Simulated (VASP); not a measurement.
# A VASP 6.6.1 single-point calculation on C

INCAR

```
PREC = Accurate
SIGMA = 0.01
LASPH = .TRUE.
METAGGA = R2SCAN
EDIFF = 1E-7
IBRION = -1
LREAL = .FALSE.
NSW = 0
AMIX = 1.5
ISMEAR = 0
NELM = 97
IMIX = 1
ENCUT = 520
LWAVE = .FALSE.
BMIX = 0.0001
ISIF = 2
NBANDS = 11
ALGO = Normal
LCHARG = .FALSE.
```

KPOINTS

```
KPOINTS created by Atomic Simulation Environment
0
Gamma
12 12 12
0 0 0
```

POSCAR

```
C
 1.0000000000000000
     0.0000000000000000    1.7801241410999999    1.7112333367999999
     1.7801241410999999    0.0000000000000000    1.7112333367999999
     1.7801241410999999    1.7801241410999999    0.0000000000000000
 C
   2
Cartesian
  0.0000000000000000  0.0000000000000000  0.0000000000000000
  0.8900620705500000  0.8900620705500000  0.8556166683999998
```

The recommended PBE PAW datasets give the neutral cell 8 valence electrons.

Command

```
mpirun -np 1 vasp_std
```

OSZICAR

```
N       E                     dE             d eps       ncg     rms          rms(c)
DAV:   1    -0.215267753870E+01   -0.21527E+01   -0.50228E+03  3709   0.744E+02
DAV:   2    -0.215605416106E+02   -0.19408E+02   -0.18787E+02  4654   0.128E+02
DAV:   3    -0.219359093710E+02   -0.37537E+00   -0.37436E+00  4204   0.135E+01
DAV:   4    -0.219364573917E+02   -0.54802E-03   -0.54801E-03  3860   0.633E-01
DAV:   5    -0.219364579641E+02   -0.57239E-06   -0.57239E-06  4128   0.192E-02    0.543E+00
DAV:   6    -0.199544411174E+02    0.19820E+01   -0.29171E+00  3635   0.121E+01    0.404E+00
DAV:   7    -0.198742829610E+02    0.80158E-01   -0.20208E+00  3618   0.100E+01    0.352E+00
DAV:   8    -0.197947010856E+02    0.79582E-01   -0.13270E+00  3612   0.825E+00    0.311E+00
DAV:   9    -0.197384161542E+02    0.56285E-01   -0.10148E+00  3612   0.708E+00    0.269E+00
DAV:  10    -0.196981691090E+02    0.40247E-01   -0.69004E-01  3612   0.596E+00    0.230E+00
...
DAV:  48    -0.195924247103E+02   -0.21707E-06   -0.30729E-06  3621   0.125E-02    0.481E-03
DAV:  49    -0.195924242494E+02    0.46090E-06   -0.22208E-06  3624   0.106E-02    0.408E-03
DAV:  50    -0.195924244414E+02   -0.19204E-06   -0.16047E-06  3624   0.901E-03    0.347E-03
DAV:  51    -0.195924241339E+02    0.30757E-06   -0.11597E-06  3615   0.766E-03    0.295E-03
DAV:  52    -0.195924242910E+02   -0.15716E-06   -0.83795E-07  3612   0.651E-03    0.251E-03
DAV:  53    -0.195924240820E+02    0.20896E-06   -0.60557E-07  3621   0.553E-03    0.213E-03
DAV:  54    -0.195924242052E+02   -0.12318E-06   -0.43758E-07  3630   0.470E-03    0.181E-03
DAV:  55    -0.195924240612E+02    0.14406E-06   -0.31622E-07  3618   0.400E-03    0.154E-03
DAV:  56    -0.195924241552E+02   -0.94044E-07   -0.22850E-07  3627   0.340E-03
   1 F= -.19592424E+02 E0= -.19592424E+02  d E =-.394286E-30
```

Standard output (part)

```
POSCAR found type information on POSCAR C
 POSCAR found :  1 types and       2 ions
 LDA part: xc-table for (None), standard interpolation
 POSCAR, INCAR and KPOINTS ok, starting setup
 WAVECAR not read
 entering main loop
```

From OUTCAR

```
k-points           NKPTS =    163   k-points in BZ     NKDIM =    163   number of bands    NBANDS=     11

   NELECT =       8.0000    total number of electrons

   dimension x,y,z NGX =    18 NGY =   18 NGZ =   20
   dimension x,y,z NGXF=    36 NGYF=   36 NGZF=   40

  energy-cutoff  :      520.00
  volume of cell :       10.85
      direct lattice vectors                 reciprocal lattice vectors
     0.000000000  1.780124141  1.711233337    -0.280879287  0.280879287  0.292186921
     1.780124141  0.000000000  1.711233337     0.280879287 -0.280879287  0.292186921
     1.780124141  1.780124141  0.000000000     0.280879287  0.280879287 -0.292186921

 k-points in reciprocal lattice and weights: KPOINTS created by Atomic Simulation Env
   0.00000000  0.00000000  0.00000000       0.001
   0.08333333 -0.00000000  0.00000000       0.005
   0.16666667  0.00000000  0.00000000       0.005
   0.25000000 -0.00000000  0.00000000       0.005
   0.33333333 -0.00000000  0.00000000       0.005
   0.41666667 -0.00000000  0.00000000       0.005
   0.50000000 -0.00000000  0.00000000       0.002
   0.08333333  0.08333333  0.00000000       0.001
   ...

 E-fermi :  10.8654

 k-point     1 :       0.0000    0.0000    0.0000
  band No.  band energies     occupation
      1     -12.9475      2.00000
      2      10.1744      2.00000
      3      10.1744      2.00000
      4      10.7896      2.00000
      5      15.9961      0.00000
      6      16.5354      0.00000
      7      16.5354      0.00000
      8      25.2672      0.00000
      9      31.4235      0.00000
     10      37.1923      0.00000
     11      39.0304      0.00000

 k-point     2 :       0.0833   -0.0000    0.0000
  band No.  band energies     occupation
      1     -12.7401      2.00000
      2       8.9711      2.00000
      3       9.8019      2.00000
      4      10.2816      2.00000
      5      16.5120      0.00000
      6      16.9956      0.00000
      7      17.3231      0.00000
      8      25.4374      0.00000
      9      31.7720      0.00000
     10      35.3463      0.00000
     11      36.5316      0.00000

 k-point     3 :       0.1667    0.0000    0.0000
  band No.  band energies     occupation
      1     -12.1207      2.00000
      2       6.2357      2.00000
      3       8.9897      2.00000
      4       9.4967      2.00000
      5      17.5151      0.00000
      6      17.9664      0.00000
      7      18.6253      0.00000
      8      25.9203      0.00000
      9      32.4698      0.00000
     10      33.8833      0.00000
     11      34.8224      0.00000

 k-point     4 :       0.2500   -0.0000    0.0000
  band No.  band energies     occupation
      1     -11.0982      2.00000
      2       3.1557      2.00000
      3       8.1472      2.00000
      4       8.7352      2.00000
      5      18.3913      0.00000
      6      18.8015      0.00000
      7      19.6426      0.00000
      8      26.5821      0.00000
      9      32.7978      0.00000
     10      33.7510      0.00000
     11      34.4451      0.00000

 k-point     5 :       0.3333   -0.0000    0.0000
  band No.  band energies     occupation
      1      -9.6955      2.00000
      2       0.1427      2.00000
      3       7.4745      2.00000
      4       8.1433      2.00000
      5      18.8660      0.00000
      6      19.1939      0.00000
      7      20.2956      0.00000
      8      27.1638      0.00000
      9      33.0682      0.00000
     10      35.0124      0.00000
     11      35.2592      0.00000

 ...

  Total        0.5015631      0.5015631      3.1475755      0.0000000      0.0000000     -0.0000000
  in kB       74.0962673     74.0962673    464.9935571      0.0000000      0.0000000     -0.0000000
  external PRESSURE =     204.3953639 kB  Pullay stress =       0.0000000 kB

 POSITION                                       TOTAL-FORCE (eV/Angst)
 -----------------------------------------------------------------------------------
      0.00000      0.00000      0.00000         0.000000      0.000000     -0.000000
      0.89006      0.89006      0.85562        -0.000000     -0.000000      0.000000
 -----------------------------------------------------------------------------------
    total drift:                               -0.000000     -0.000000     -0.000000

  FREE ENERGIE OF THE ION-ELECTRON SYSTEM (eV)
  ---------------------------------------------------
  free  energy   TOTEN  =       -19.5924241552 eV

  energy  without entropy=      -19.5924241552  energy(sigma->0) =      -19.59242416
```

It converged. Results: gap between bands v and c on the k mesh 3.38 eV; least direct gap on the k mesh 5.21 eV; pressure 20.4 GPa. Band v is the last that the valence electrons fill when counted band by band, and c is the next.

One setting is odd (mixing far too strong), but here it hardly changes the result.

On sound settings r²SCAN gives a gap of 3.38 eV on its mesh and a pressure of 20.5 GPa for the intended cell. This run's energy (σ→0) differs from it by 0 meV an atom.

The run took about 2 min on one core of a shared host (Intel Xeon 6975P-C) and held 0.13 GiB at most.
